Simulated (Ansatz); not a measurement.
## A series in volume scale on WSe2

All results are calculated (Ansatz 0.2.0). Periodic Kohn-Sham DFT of a crystal at fixed atoms, scaled to volume_scale times the given cell; pressure positive in compression, energy less spherical unpolarised free atoms, largest_vzz the field gradient of largest size among the nuclei.

The cell before it is scaled or strained (space group P6_3/mmc, No. 194):
```
cell vectors (Å)
   3.2900     0.0000     0.0000
  -1.6450     2.8492     0.0000
   0.0000     0.0000    12.9700
atoms (fractions of the cell vectors)
W   0.33333  0.66667  0.25000
W   0.66667  0.33333  0.75000
Se  0.33333  0.66667  0.62100
Se  0.66667  0.33333  0.12100
Se  0.33333  0.66667  0.87900
Se  0.66667  0.33333  0.37900
```

Settings of every row: method all-electron PAW; functional PBEsol; relativity scalar; k mesh 11x11x3; filling fermi-dirac; smearing width 0.08 eV; nucleus gaussian.

Atom start moment: 0 on all atoms.

Limits: a layered crystal: even scaling strains the bonds within the layers, so this curve is stiffer than the crystal under pressure; field gradient without spin-orbit coupling on heavy atoms; no spin-orbit coupling on heavy atoms.

```csv
row,volume scale,V (Å³/atom),largest V_zz (1e21 V/m^2),pressure (GPa)
1,0.94,19.047,-17.609,8.614
2,0.96,19.453,-17.228,4.976
3,0.98,19.858,-16.861,1.716
4,0.99,20.061,-16.684,0.215
5,1,20.263,-16.51,-1.205
6,1.01,20.466,-16.337,-2.55
7,1.02,20.668,-16.169,-3.823
8,1.04,21.074,?,?
9,1.06,21.479,-15.526,-8.267
```

Question: what largest V_zz and pressure should row 8 give?

Worked fit of largest V_zz. Take t = volume scale − 0.99. The shown rows have t = -0.05, -0.03, -0.01, 0, 0.01, 0.02, 0.03, 0.07. Least squares give largest V_zz = −16.684 + 17.673 × t − 16.22 × t² 1e21 V/m^2; a straight line predicts inner rows, each left out in turn, worse (root mean square 0.018 against 0.001 1e21 V/m^2). The rows lie off it by -0.001, 0.001, 0.001, 0.000, -0.001, 0.000, -0.001, 0.000. The withheld row has t = 0.05, so the fit gives −16.684 + 17.673 × (0.05) − 16.22 × (0.05)² = -15.841 1e21 V/m^2.

The calculation gave -15.841 1e21 V/m^2. The fit meets it to the printed digit.

Worked fit of pressure. Take u = (V_r/V)^(2/3) − 1 with V_r = 20.162 Å³ an atom, which is twice the finite (Eulerian) strain; such expansions in the strain, on which the Birch-Murnaghan equation of state is built, carry the rest volume and the bulk modulus. The shown rows have u = 0.03866, 0.02415, 0.01018, 0.00335, -0.00333, -0.00993, -0.01639, -0.04131. Least squares give pressure = −0.5041 + 212.182 × u + 600.32 × u² + 315 × u³ GPa; a parabola predicts inner rows, each left out in turn, worse (root mean square 0.0053 against 0.0026 GPa). The rows lie off it by 0.000, 0.001, -0.002, 0.002, -0.001, 0.002, -0.001, 0.000. The pressure vanishes at u = 0.0024, or V = 20.09 Å³ an atom, and there the bulk modulus at fixed shape and fractions is B = −V dP/dV = (2/3)(1 + u) dP/du = 144 GPa. Letting shape and atoms relax would as a rule lower it, by much in layered, chain or molecular crystals. The withheld row has u = -0.02906, so the fit gives −0.5041 + 212.182 × (-0.02906) + 600.32 × (-0.02906)² + 315 × (-0.02906)³ = -6.171 GPa.

The calculation gave -6.168 GPa. The fit lies 0.003 GPa (0.018 % of the column's range) below it; its largest miss of a shown row is 0.002 GPa.
